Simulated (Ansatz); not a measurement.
# InP: the cost of one run

Computed with Ansatz 0.2.0 (DFT PBE, scalar-relativistic, plane waves, PAW, unless a step's input says otherwise).

2 further runs of the same task are left out: 2 set aside as unsound or not needed.

### 1 The structure to begin with

It takes space group F-43m (No. 216, cubic). Conventional cell: a = 5.960 Å, b = 5.960 Å, c = 5.960 Å, α = 90.00°, β = 90.00°, γ = 90.00°. In (site symmetry -43m) has 4 P at 2.58 Å as nearest neighbours. P (site symmetry -43m) has 4 In at 2.58 Å as nearest neighbours.

Structure file:

```cif
data_structure
_symmetry_space_group_name_H-M 'F-43m'
_symmetry_Int_Tables_number 216
_cell_length_a 5.9598
_cell_length_b 5.9598
_cell_length_c 5.9598
_cell_angle_alpha 90.000
_cell_angle_beta 90.000
_cell_angle_gamma 90.000
_cell_volume 211.69
loop_
_atom_site_label
_atom_site_type_symbol
_atom_site_symmetry_multiplicity
_atom_site_Wyckoff_symbol
_atom_site_fract_x
_atom_site_fract_y
_atom_site_fract_z
_atom_site_occupancy
In1 In 4 a 0.00000 0.00000 0.00000 1
P1 P 4 d 0.25000 0.25000 0.75000 1
```

It goes back to an entry of the Materials Project.

It is the result of an earlier relaxation at this level (volume 26.46 Å³/atom; gap on the mesh: 0.44 eV).

### 2 Band edges over the zone

Input file input.yaml:

```yaml
crystal:
  lattice:
    - [0.0, 2.9798940138, 2.9798940138]
    - [2.9798940138, 0.0, 2.9798940138]
    - [2.9798940138, 2.9798940138, 0.0]
  atoms:
    - { symbol: In, position: [0.0, 0.0, 0.0] }
    - { symbol: P, position: [0.25, 0.25, 0.25] }
basis:
  ecutwfc: 420
kpoints:
  mp_grid: { grid: [10, 10, 10] }
  band_path: { path: [VBM, CBM], npoints: 2 }
hamiltonian:
  xc: pbe
scf:
  occupations: { method: gaussian, width: 0.02 }
output:
  forces: true
  stress: true
  eigenvalues: true
checkpoint:
  read: start.run
  write: ck
  compress: false
  write_wavefunctions: false
  write_every: 100000
```

Launch:

```bash
> ansatz run input.yaml --threads 1 --pin off --max-ram 2560MiB --backend cpu --events-out ev --progress --plain --runs-dir out
```

**Question.** How long does this run take on 1 thread of AMD EPYC 9R45 (Zen 5), shared host, and how much memory does it need?

About 1.8 s, with a peak of 0.38 GiB.
